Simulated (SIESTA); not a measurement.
Crystal: Hf.

```
Hf
1.0
     3.19670    0.00000    0.00000
    -1.59835    2.76842    0.00000
     0.00000    0.00000    5.05780
Hf
2
Direct
  0.66667 0.33333 0.75000
  0.33333 0.66667 0.25000
```

Base run:

```yaml
Program: SIESTA 5.4.2
Functional: PBE
Potentials_or_basis: PseudoDojo 0.4 standard (PBE files)
Basis: DZP (energy shift 0.002 Ry)
Grid_cutoff: 800 Ry
Energy_shift: 0.002 Ry
k_mesh: 10 × 10 × 5
Occupations: fermi-dirac, width 0.05 eV
Spin: no spin polarisation
```

Its results: band gap on the k mesh none (metal or under the smearing width); pressure 1.2 GPa.

After a change of settings the same cell gave: band gap on the k mesh none (metal or under the smearing width); pressure 0.3 GPa. Which change was it?
A. functional from PBE to LDA; potentials or basis from PseudoDojo 0.4 standard (PBE files) to PseudoDojo 0.4 standard (LDA files)
B. functional from PBE to PBEsol; potentials or basis from PseudoDojo 0.4 standard (PBE files) to PseudoDojo 0.4 standard (PBEsol files)
C. basis from DZP (energy shift 0.002 Ry) to DZ (energy shift 0.002 Ry)
D. functional from PBE to AM05; potentials or basis from PseudoDojo 0.4 standard (PBE files) to PseudoDojo 0.4 standard (PBEsol files)

C.

Caveats: semicore shells carry a single zeta, which can move pressures by several GPa and volumes by a few percent; the basis of atomic orbitals isn't converged, which shifts pressures, moduli and gaps; the basis has no polarisation orbitals (some runs).

Not every run made on this cell is shown here.
